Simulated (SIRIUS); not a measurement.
**GaN under changes of volume**

One of the cells (9.735 Å³/atom); the others are scaled copies at fixed shape and fractional positions:

```
Ga N
1.0
     0.00000    2.13524    2.13524
     2.13524    0.00000    2.13524
     2.13524    2.13524    0.00000
Ga N
1 1
Direct
  0.00000 0.00000 0.00000
  0.50000 0.50000 0.50000
```

Measurements of this composition are mostly on another form, of space group No. 186.

- Program: SIRIUS 7.12.0
- Functional: PBEsol
- Potentials or basis: all-electron FP-LAPW
- Cutoff: 278 eV
- Basis: apw+lo standard
- k mesh: 11 × 11 × 11
- Occupations: fermi-dirac, width 0.05 eV
- Spin: no spin polarisation

```csv
volume (Å³/atom),energy over the lowest point (meV/atom),gap on the mesh (eV)
9.151,4.55,0.86
9.346,0.00,0.73
9.540,?,?
9.735,8.37,0.48
9.930,20.02,0.36
10.124,35.87,0.25
10.319,55.53,0.14
```

What does the run at 9.540 Å³/atom give?

Energy over the lowest point 1.51 meV/atom; gap on the mesh 0.60 eV.

Worked out: A Birch-Murnaghan fit of order 3 (a polynomial in V^(-2/3)) to the other rows has its minimum at 9.39 Å³/atom with B0 = V·E''(V) = 233 GPa and B' = 4.7. It gives 1.49 meV/atom at 9.540 Å³/atom, against the run's 1.51. A straight line through the other rows of the gap, of slope -6.01 eV per unit of ln V, gives 0.61 eV, against the run's 0.60.

Energies are extrapolated to zero smearing.

Caveats: an odd mesh through Γ misses points on the zone boundary, where band edges often lie. Spin-orbit coupling on Ga is left out.
